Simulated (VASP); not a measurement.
Runs of VASP 6.6.1 on GaSb. Symmetry: F-43m, No. 216, cubic system. The conventional cell has a = 6.118 Å, b = 6.118 Å, c = 6.118 Å, α = 90.00°, β = 90.00°, γ = 90.00°. Around Sb (site symmetry -43m) lie 4 Ga at 2.65 Å. Around Ga (site symmetry -43m) lie 4 Sb at 2.65 Å. 

```csv
task,level,smearing,gap on the mesh (eV),pressure (GPa)
band structure,MS2,fermi-dirac 0.05 eV,0.34,-0.2
band structure,revTPSS,fermi-dirac 0.05 eV,0.20,(b)
single point,PBE,gaussian 0.012 eV,0.04,2.4
band structure,TPSS,fermi-dirac 0.05 eV,0.16,(a)
```

Alike in all rows: potentials or basis VASP PAW PBE potentials, release 64 (Sb, Ga_d); no spin polarisation; cell as given; k mesh 8 × 8 × 8; cutoff (eV) 520.

Task: Fill in the values left out.

Result: (a) 1.3; (b) 0.1.

Caveats: spin-orbit coupling is left out, which moves the levels of the heavy elements; the PAW data sets were made with another functional, which shifts forces and pressure a little (some runs).

A k mesh can miss the band edges, and the runs leave out spin-orbit coupling on Ga, Sb.
